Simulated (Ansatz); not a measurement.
# Sr: how the settings move a single-point run

Question: which choices in the input matter for Sr?

Method: reference: DFT, PBE, all-electron LAPW, scalar-relativistic, in Ansatz 0.2.0.

1 further run of the same task is left out (it didn't finish).

### Step 1. The starting structure

The structure is cubic, space group Im-3m (No. 229). The conventional cell has a = 4.804 Å, b = 4.804 Å, c = 4.804 Å, α = 90.00°, β = 90.00°, γ = 90.00°. Around Sr (site symmetry m-3m) lie 8 Sr at 4.16 Å.

Structure file:

```cif
data_structure
_symmetry_space_group_name_H-M 'P 1'
_symmetry_Int_Tables_number 1
_cell_length_a 4.1608
_cell_length_b 4.1608
_cell_length_c 4.1608
_cell_angle_alpha 109.471
_cell_angle_beta 109.471
_cell_angle_gamma 109.471
_cell_volume 55.45
loop_
_atom_site_label
_atom_site_type_symbol
_atom_site_fract_x
_atom_site_fract_y
_atom_site_fract_z
_atom_site_occupancy
Sr1 Sr 0.00000 0.00000 0.00000 1
```

### Step 2. The reference run

File input.yaml:

```yaml
crystal:
  lattice:
    - [-2.4022136893, 2.4022136893, 2.4022136893]
    - [2.4022136893, -2.4022136893, 2.4022136893]
    - [2.4022136893, 2.4022136893, -2.4022136893]
  atoms:
    - { symbol: Sr, position: [0.0, 0.0, 0.0] }
kpoints:
  mp_grid: { grid: [10, 10, 10] }
  band_path:
    path:
      - [0.0, 0.0, 0.0]
      - [0.5, -0.5, 0.5]
      - [0.0, 0.0, 0.5]
      - [0.0, 0.0, 0.0]
      - [0.25, 0.25, 0.25]
      - [0.5, -0.5, 0.5]
      - [0.25, 0.25, 0.25]
      - [0.0, 0.0, 0.5]
    npoints: 5
scf:
  occupations: { method: fermi_dirac, width: 0.05 }
hamiltonian:
  xc: pbe
  pseudopotentials: { kind: all_electron, lapw: { basis_error: 0.0005 } }
output:
  forces: true
  stress: true
  eigenvalues: true
```

On the command line:

```console
> ansatz run input.yaml --threads 1 --pin off --max-ram 2048MiB --backend cpu --events-out ev --progress --plain --runs-dir out
```

Excerpt of the output:

```text
[...]
Basis set: ecut = 83.33181849675272 eV, 87 PW (Γ), exchange–correlation at level 2
[...]
k-points: 47 of 1000
[...]
SCF iter   1: F=—  HF=-86519.092623 eV  |F-HF|=—  |Δ(HF+E_count)|=         —  Δρ=2.98e-3  dr2=8.28e-3  ethr=4.13e-5  ⟨swp⟩=3.6  Hψ=4394  notcnv=0
preconditioner: auto → Kerker (q_TF=auto, 2.302 Å⁻¹)  [metal: Δε(μ)=0.096 eV  Ē_g=3.487 eV  σ=0.050 eV  W_gap=0.45  n_scr=12 (ndim 8)  ℏωp=7.1 eV  f_vac=0.000  D(μ)=1.09/eV (n_scr^D=12)]
SCF iter   2: F=—  HF=-86519.098201 eV  |F-HF|=—  |Δ(HF+E_count)|=   5.58e-3  Δρ=2.29e-3  dr2=5.25e-3  ethr=4.13e-5  ⟨swp⟩=2.0  Hψ=2047  notcnv=0
[...]
SCF iter   6: F=—  HF=-86519.101975 eV  |F-HF|=—  |Δ(HF+E_count)|=   4.81e-7  Δρ=4.80e-5  dr2=2.01e-6  ethr=5.41e-8  ⟨swp⟩=2.0  Hψ=2046  notcnv=0
SCF iter   7: F=-86519.101975 eV  HF=-86519.101975 eV  |F-HF|=4.21e-8  |Δ(HF+E_count)|=   5.90e-8  Δρ=1.11e-5  dr2=9.08e-8  ethr=1.00e-8  ⟨swp⟩=2.0  Hψ=2046  notcnv=0
[...]
SCF converged after 7 iterations
Free energy (F): -86519.101975 eV
[...]
E sigma→0 (E₀):  -86519.097064 eV
[...]
Fermi energy:    5.920988 eV
[...]
  P = ⅓ Tr σ = -0.3177 GPa (-3.177 kbar)
[...]
```

Wall time 1.6 s (1 thread, shared host).

### Step 3. Changed: starting moments, mixing.algorithm broyden, mixing.beta 0.5, mixing.ndim 8, xc_grid 3, spin_polarized true

Edit input.yaml of step 2 so:

```diff
@@ -6,3 +6,3 @@
   atoms:
-    - { symbol: Sr, position: [0.0, 0.0, 0.0] }
+    - { symbol: Sr, position: [0.0, 0.0, 0.0], spin: 0.2 }
 kpoints:
@@ -22,2 +22,3 @@
   occupations: { method: fermi_dirac, width: 0.05 }
+  mixing: { algorithm: broyden, beta: 0.5, ndim: 8 }
 hamiltonian:
@@ -29 +30,5 @@
   eigenvalues: true
+basis:
+  xc_grid: 3
+magnetization:
+  spin_polarized: true
```

On the command line:

```console
> ansatz run input.yaml --threads 1 --pin off --max-ram 2048MiB --backend cpu --events-out ev --progress --plain --runs-dir out
```

The log of the run, shortened:

```text
LAPW: plane waves up to 4.677 Å⁻¹, error target 5.0e-4 eV per atom; small_component_spin mean_spin; Sr in spheres of 2.080 Å, 20 of its electrons in bands, Dirac shells []
[...]
Pseudopotentials: kind: all_electron
Pseudopotential: Sr, LAPW, valence charge 20, Koelling and Harmon's equation, gaussian nucleus
Functional definition: PBE
[...]
Crystal: 1 atoms, lattice volume = 55.449 Å³
Basis set: ecut = 83.33181849675272 eV, 87 PW (Γ), exchange–correlation at level 3
Bands: 15, of which v1, the nominal top of the filled ones, is band 10 counted from 1 (9 counted from 0)
Symmetry: 48 space group operations
Space group: Im-3m (ITA 229), of the structure as read, at distance tolerance 3.8e-5 Å
Magnetic group: BNS 229.140 (UNI 1642), of the structure as read, at distance tolerance 3.8e-5 Å
k-points: 47 of 1000
[...]
Starting moments: Σ|m| = 0.2 μB on 1 of 1 site
[...]
SCF iter   1: F=—  HF=-86519.087553 eV  |F-HF|=—  |Δ(HF+E_count)|=         —  Δρ=1.96e-3 (↑1.96e-3 ↓1.56e-3)  dr2=8.32e-3  dr2_m=4.66e-4  M=0.098 μB ∫|m|=0.098 μB  β_m=0.50  ethr=4.14e-5  ⟨swp⟩=3.6  Hψ=9347  notcnv=0
[...]
spin=Collinear: Kerker preconditioning applied to the charge; magnetization (m = ρ↑ − ρ↓) channel mixes plain (no charge-response kernel on spin).
[...]
spin-set hold released at iteration 8 (site moments contracting): the magnetisation degrees of freedom join the quasi-Newton model from the next iteration; the mixer history was flushed
[...]
SCF iter  12: F=-86519.101975 eV  HF=-86519.101975 eV  |F-HF|=2.33e-10  |Δ(HF+E_count)|=   1.59e-9  Δρ=2.67e-7 (↑2.61e-7 ↓2.67e-7)  dr2=2.89e-10  dr2_m=5.79e-13  M=0.000 μB ∫|m|=0.000 μB  ethr=2.67e-12  ⟨swp⟩=3.0  Hψ=4322  notcnv=0
[...]
WARN: the starting moments were not kept: the SCF closed with an absolute magnetisation of 2.3e-6 μB, where they sum to 0.2 μB in size (1 site). That is at most 0.1 of that sum. Measured as dr2_m measures the in/out step, that magnetisation stands 2.6e-13 eV from none, at or under the [...]
NSCF: frozen V_eff on 36 k-points
this state was not tested for a lower state beside it, because the mixer in use, unlike msr1, does not test its closes by its own steps (another_mixer; see scf.mixing.algorithm and scf.lower_state_search)
SCF converged after 12 iterations
Magnetization: 0.0000 μB (10.0000 up, 10.0000 down)
Absolute magnetization: 0.0000 μB (∫|ρ↑−ρ↓|)
Spin contamination: 0.0000 ħ² per cell (⟨S²⟩ above its minimum at these occupations)
Per-site moments (μB) at R_I (Å): [(1.0495785645048272e-6, 2.08037804925248)]
Free energy (F): -86519.101975 eV
[...]
E sigma→0 (E₀):  -86519.097063 eV
Entropy (-TS):   -0.009822 eV (-9.822 meV/atom)
Fermi energy:    5.920979 eV
[...]
--- Forces (eV/Å), atoms counted from 1 ---
  atom   1  Sr    -0.00000000    -0.00000000     0.00000000
[...]
--- Stress (GPa, compression-positive) ---
       -0.317471       0.000000      -0.000000
        0.000000      -0.317471       0.000000
       -0.000000       0.000000      -0.317471
  P = ⅓ Tr σ = -0.3175 GPa (-3.175 kbar)
--- Band table (eV; the first three rows and the last of 94) ---
  k-point 0 ↑: bands = ["-117.7023", "-117.7023", "-117.7023", "-117.7008", "-117.7008", "-30.6983", "-12.5872", "-12.5872", "-12.5872", "2.2756", "8.2771", "8.2771", "8.2771", "9.5878", "9.5878"]
[...]
```

Wall time 4.2 s (1 thread, shared host).

With the changed spin polarisation, mixing and numerical grids the energy stays within 0.5 meV/atom: no moment survives, so both runs end on the same non-magnetic state.

### Step 4. Changed: mp_grid.shift [0.5, 0.5, 0.5], mixing.algorithm broyden, mixing.beta 0.7, mixing.ndim 16

Edit input.yaml of step 2 so:

```diff
@@ -8,3 +8,3 @@
 kpoints:
-  mp_grid: { grid: [10, 10, 10] }
+  mp_grid: { grid: [10, 10, 10], shift: [0.5, 0.5, 0.5] }
   band_path:
@@ -22,2 +22,3 @@
   occupations: { method: fermi_dirac, width: 0.05 }
+  mixing: { algorithm: broyden, beta: 0.7, ndim: 16 }
 hamiltonian:
```

On the command line:

```console
> ansatz run input.yaml --threads 1 --pin off --max-ram 2048MiB --backend cpu --events-out ev --progress --plain --runs-dir out
```

The log of the run, shortened:

```text
LAPW: plane waves up to 4.677 Å⁻¹, error target 5.0e-4 eV per atom; small_component_spin mean_spin; Sr in spheres of 2.080 Å, 20 of its electrons in bands, Dirac shells []
[...]
Pseudopotentials: kind: all_electron
Pseudopotential: Sr, LAPW, valence charge 20, Koelling and Harmon's equation, gaussian nucleus
Functional definition: PBE
[...]
Crystal: 1 atoms, lattice volume = 55.449 Å³
Basis set: ecut = 83.33181849675272 eV, 87 PW (Γ), exchange–correlation at level 2
Bands: 14, of which v1, the nominal top of the filled ones, is band 10 counted from 1 (9 counted from 0)
Symmetry: 48 space group operations
Space group: Im-3m (ITA 229), of the structure as read, at distance tolerance 3.8e-5 Å
k-points: 44 of 1000
[...]
SCF iter   1: F=—  HF=-86519.090692 eV  |F-HF|=—  |Δ(HF+E_count)|=         —  Δρ=2.91e-3  dr2=7.92e-3  ethr=3.94e-5  ⟨swp⟩=3.7  Hψ=4123  notcnv=0
[...]
NSCF: frozen V_eff on 36 k-points
SCF converged after 5 iterations
Stability not checked: this state was not tested for a lower state beside it, because the mixer in use, unlike msr1, does not test its closes by its own steps (another_mixer; see scf.mixing.algorithm and scf.lower_state_search)
Free energy (F): -86519.099878 eV
[...]
E sigma→0 (E₀):  -86519.094519 eV
Entropy (-TS):   -0.010717 eV (-10.717 meV/atom)
Fermi energy:    5.908175 eV
[...]
--- Forces (eV/Å), atoms counted from 1 ---
  atom   1  Sr    -0.00000000    -0.00000000    -0.00000000
[...]
--- Stress (GPa, compression-positive) ---
       -0.291569      -0.000000       0.000000
       -0.000000      -0.291569       0.000000
        0.000000       0.000000      -0.291569
  P = ⅓ Tr σ = -0.2916 GPa (-2.916 kbar)
--- Band table (eV; the first three rows and the last of 44) ---
  k-point 0: bands = ["-117.6999", "-117.6999", "-117.6999", "-117.6986", "-117.6986", "-30.6949", "-12.6163", "-12.5893", "-12.5893", "2.5263", "8.0525", "8.0525", "8.5524", "9.4680"]
[...]
```

It took 1.4 s on 1 thread, shared host.

Changing the k-point mesh and mixing moves the energy by +2.1 meV/atom. The energy is not variational in the mesh, so the sign tells nothing. Of the settings changed, the mesh is the one that moves energies this far.

### Step 5. Comparison

```tsv
run	ending	energy change	pressure (GPa)	gap (eV)	force (eV/Å)	cycles	time
reference	converged	0	-0.3	0.00	0.00	7	1.6 s
1: starting moments, mixing.algorithm broyden, mixing.beta 0.5, mixing.ndim 8, xc_grid 3, spin_polarized true	converged	0.0 meV/atom	-0.3	0.00	0.00	12	4.2 s
2: mp_grid.shift [0.5, 0.5, 0.5], mixing.algorithm broyden, mixing.beta 0.7, mixing.ndim 16	converged	+2.1 meV/atom	-0.3	0.00	0.00	5	1.4 s
```

Residual by cycle in the longest SCF loop of each run; runs are numbered as in the table. The quantity is the density residual dr2, in eV.

```tsv
cycle	reference	run 1	run 2
1	0.00828	0.00832	0.00792
2	0.00525	0.00525	0.00406
3	7.6e-4	0.00107	1.4e-4
4	4.5e-5	6.8e-5	1.3e-6
5	1.1e-5	1.7e-5	2.2e-8
6	2.0e-6	2.5e-6	-
7	9.1e-8	8.2e-8	-
8	-	7.4e-9	-
9	-	2.9e-9	-
10	-	8.8e-10	-
11	-	5.4e-10	-
12	-	2.9e-10	-
```

Of the converged runs whose energies compare with the reference's, «mp_grid.shift [0.5, 0.5, 0.5], mixing.algorithm broyden, mixing.beta 0.7, mixing.ndim 16» moves the energy most (+2.1 meV/atom) and «starting moments, mixing.algorithm broyden, mixing.beta 0.5, mixing.ndim 8, xc_grid 3, spin_polarized true» least (0.0 meV/atom). Of the variants the dearest is «starting moments, mixing.algorithm broyden, mixing.beta 0.5, mixing.ndim 8, xc_grid 3, spin_polarized true» (4.2 s), the cheapest «mp_grid.shift [0.5, 0.5, 0.5], mixing.algorithm broyden, mixing.beta 0.7, mixing.ndim 16» (1.4 s), on a shared host.
